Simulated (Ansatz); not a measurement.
# Fe: the cost of one run

Program: Ansatz 0.2.0. Level of theory: DFT PBE, PAW, plane waves, scalar-relativistic. These are calculated values, not measurements.

The COD cell was measured well above room temperature, so it is larger than a cold one.

## 1. Starting point

It takes space group Fm-3m (No. 225, cubic). Conventional cell: a = 3.639 Å, b = 3.639 Å, c = 3.639 Å, α = 90.00°, β = 90.00°, γ = 90.00°. Around Fe (site symmetry m-3m) lie 12 Fe at 2.57 Å.

Structure file:

```
Fe
1.0
     0.00000    3.63900    3.63900
     1.81950    0.00000    1.81950
     1.81950    1.81950    0.00000
Fe
2
Direct
  0.00000 0.00000 0.00000
  0.50000 0.00000 0.00000
```

Labels such as Fe2 number the atoms in the order of the input file.

Known so far: 7 plain starts ended in 4 states. The lowest came from “spin on, no moments given (the program may seed its own), plain SCF”: ferromagnetic, site moments Fe1 2.58, Fe2 2.58 μB, total 5.07 μB per cell, no gap on the k-mesh, free energy -8960.6903 eV.

Runs to come: parallel moments, default search for lower states; opposed moments +-, default search for lower states; the moments typed in its input, symmetry off, plain SCF; the moments typed in its input, standard search for lower states.

A plain SCF has the search for lower states switched off and ends at the first converged state. The default search runs further SCF cycles only where the state itself hints at a lower one. The standard and full searches may also try other magnetic orders and fillings, and need not reach the lowest state. With a search on, the program may also reshape the start on open shells. 

Site moments are integrals over atomic spheres and don't add up to the total.

## 2. Parallel moments, default search for lower states

input.yaml reads:

```yaml
crystal:
  lattice:
    - [0.0, 3.639, 3.639]
    - [1.8195, 0.0, 1.8195]
    - [1.8195, 1.8195, 0.0]
  atoms:
    - { symbol: Fe, position: [0.0, 0.0, 0.0], spin: 4.0 }
    - { symbol: Fe, position: [0.5, 0.0, 0.0], spin: 4.0 }
magnetization:
  spin_polarized: true
hamiltonian:
  xc: pbe
  pseudopotentials: { kind: paw }
basis:
  ecutwfc: 420
kpoints:
  mp_grid: { grid: [6, 11, 11] }
scf:
  occupations: { method: fermi_dirac, width: 0.1 }
output:
  forces: true
  stress: true
```

**Question.** How long does this run take on 2 threads of an Arm CPU, shared host, and how much memory does it need?

About 31 s, with a peak of 0.93 GiB.
